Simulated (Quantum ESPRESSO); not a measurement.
A calculation with Quantum ESPRESSO 7.5 of Ta (ASE script, structure from a POSCAR):

run.py

```python
import numpy as np
from ase.calculators.espresso import Espresso, EspressoProfile
from ase.io import read

atoms = read('POSCAR')

input_data = {
    'control': {'calculation': 'scf', 'prefix': 'pwscf', 'outdir': './tmp', 'tprnfor': True, 'tstress': True, 'disk_io': 'nowf'},
    'system': {'ecutwfc': 55.0, 'ecutrho': 440.0, 'nbnd': 20, 'occupations': 'smearing', 'smearing': 'fd', 'degauss': 0.00367493},
    'electrons': {'conv_thr': 4e-10, 'electron_maxstep': 120, 'mixing_beta': 0.5},
}
pseudopotentials = {'Ta': 'Ta_pbe_v1.uspp.F.UPF'}
profile = EspressoProfile(command='pw.x', pseudo_dir='pseudo')
dft = Espresso(profile=profile, input_data=input_data, pseudopotentials=pseudopotentials, kpts=(11, 11, 5), koffset=(0, 0, 0))
atoms.calc = dft

print(f'energy {atoms.get_potential_energy():.8f} eV')
print('forces (eV/A)')
print(np.round(atoms.get_forces(), 6))
print('stress (eV/A^3, Voigt)')
print(np.round(atoms.get_stress(), 8))
print(f'Fermi level {dft.get_fermi_level():.4f} eV')
```

The input POSCAR:

```
Ta
1.0
    2.9003720726      0.0000000000      0.0000000000
   -1.4501860363      2.5117958953      0.0000000000
    0.0000000000      0.0000000000      5.1662740000
Ta
2
Direct
    0.3333333333      0.6666666667      0.2500000000
    0.6666666667      0.3333333333      0.7500000000
```

Potentials or basis: SSSP 1.3 efficiency PBE.

Run with:

```sh
$ OMP_NUM_THREADS=1 python run.py
```

This isn't the form of Ta at room conditions, which is bcc.

Problem. Write the same calculation in another form: native input, structure typed inline.

Solution. As run:

Contents of pw.in:

```
&CONTROL
  calculation = 'scf'
  prefix = 'pwscf'
  outdir = './tmp'
  pseudo_dir = './pseudo'
  tprnfor = .true.
  tstress = .true.
  disk_io = 'low'
/
&SYSTEM
  ibrav = 0
  nat = 2
  ntyp = 1
  ecutwfc = 55
  ecutrho = 440
  nbnd = 20
  occupations = 'smearing'
  smearing = 'fd'
  degauss = 0.00367493
/
&ELECTRONS
  conv_thr = 4d-10
  electron_maxstep = 120
  mixing_beta = 0.5
/
ATOMIC_SPECIES
Ta   180.9479 Ta_pbe_v1.uspp.F.UPF
CELL_PARAMETERS angstrom
   2.9003720726    0.0000000000    0.0000000000
  -1.4501860363    2.5117958953    0.0000000000
   0.0000000000    0.0000000000    5.1662740000
ATOMIC_POSITIONS crystal
Ta     0.3333333333    0.6666666667    0.2500000000
Ta     0.6666666667    0.3333333333    0.7500000000
K_POINTS automatic
11 11 5 0 0 0
```

File pp_density.in:

```
&INPUTPP
  prefix = 'pwscf'
  outdir = './tmp'
  filplot = 'density.dat'
  plot_num = 0
/
&PLOT
  nfile = 1
  filepp(1) = 'density.dat'
  iflag = 3
  output_format = 6
  fileout = 'density.cube'
/
```

pp_potential.in

```
&INPUTPP
  prefix = 'pwscf'
  outdir = './tmp'
  filplot = 'potential.dat'
  plot_num = 11
/
&PLOT
  nfile = 1
  filepp(1) = 'potential.dat'
  iflag = 3
  output_format = 6
  fileout = 'potential.cube'
/
```

Potentials or basis: SSSP 1.3 efficiency PBE.

Command:

```sh
$ OMP_NUM_THREADS=1 pw.x -in pw.in > pw.out
$ OMP_NUM_THREADS=1 pp.x -in pp_density.in > pp_density.out
$ OMP_NUM_THREADS=1 pp.x -in pp_potential.in > pp_potential.out
```

Both were run:

|  | ASE script, structure from a POSCAR | native input, structure typed inline |
| --- | --- | --- |
| Pressure | -1.2 GPa | -1.2 GPa |
| Band gap on the k mesh | none (metal or under the smearing width) | none (metal or under the smearing width) |

Keys that steer only the numerical path or the files written may differ.
